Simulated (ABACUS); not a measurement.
Crystal: InAs.

```xyz
2
Lattice="0.0000 3.0180 3.0180 3.0180 0.0000 3.0180 3.0180 3.0180 0.0000" Properties=species:S:1:pos:R:3 pbc="T T T"
In    0.0000    0.0000    0.0000
As    4.5270    4.5270    4.5270
```

| Property | Result |
| --- | --- |
| Program | ABACUS 3.10.1 |
| Task | relaxation of cell and atoms |
| Functional | WC |
| Potentials or basis | GBRV ultrasoft 1.5 PBEsol |
| Cutoff | 544 eV |
| Density cutoff | 4354 eV |
| Basis | plane waves |
| k mesh | 6 × 6 × 6 |
| Occupations | fermi-dirac, width 0.05 eV |
| Spin | no spin polarisation |

At the start: pressure 1.2 GPa; volume 27.49 Å³/atom.

Problem. How do energy, volume and symmetry change on relaxing?

Solution. Over 3 steps the energy falls by 2.2 meV/atom and the volume is 28.08 Å³/atom (+2.1 %); space group F-43m (No. 216, to 0.05 Å).

Step by step:
```tsv
step	energy change (eV)	largest force (eV/Å)	pressure (GPa)	volume (Å³)
1	0.0000	0.0000	1.23	54.98
2	-0.0034	0.0000	-0.56	56.74
3	-0.0044	0.0000	0.01	56.15
```

Final structure:
```
In As
1.0
     0.00000    3.03932    3.03932
     3.03932    0.00000    3.03932
     3.03932    3.03932    0.00000
In As
1 1
Cartesian
  0.0000 0.0000 0.0000
  4.5590 4.5590 4.5590
```

Caveat: the potentials were made for another functional, which shifts forces and pressure.
